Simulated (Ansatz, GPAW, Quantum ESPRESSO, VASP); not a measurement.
**HfC: programs and potentials compared**

```
CELL_PARAMETERS angstrom
0.00000 2.32500 2.32500
2.32500 0.00000 2.32500
2.32500 2.32500 0.00000
ATOMIC_POSITIONS crystal
Hf 0.50000 0.50000 0.50000
C 0.00000 0.00000 0.00000
```

Alike in all runs: task band structure; functional revPBE; k mesh 10 × 10 × 10; occupations fermi-dirac, width 0.05 eV; no spin polarisation; no spin-orbit coupling. Pressure is positive in compression and, in plane waves, holds the error of the finite cutoff.

| program and potentials | plane-wave cutoff (eV) | notes | pressure (GPa) |
| --- | --- | --- | --- |
| Quantum ESPRESSO, SG15 PBE 1.2 | 1197 | potentials made for PBE; 15 valence electrons an atom on average | 5.30 |
| GPAW, the program's PAW data sets (release 1.2.1) made for this functional | 800 | 8 valence electrons an atom on average | ? |
| VASP, PBE PAW files C, Hf_pv, 520 eV | 520 | potentials made for PBE; 7 valence electrons an atom on average | 2.47 |
| Ansatz, all-electron LAPW, scalar-relativistic | - | - | 3.23 |

**Question.** Estimate from the other rows what the run with GPAW, the program's PAW data sets (release 1.2.1) made for this functional gave.

**Answer.** Pressure 4.54 GPa. The other rows, which needn't bracket it: pressure 2.47 to 5.30.
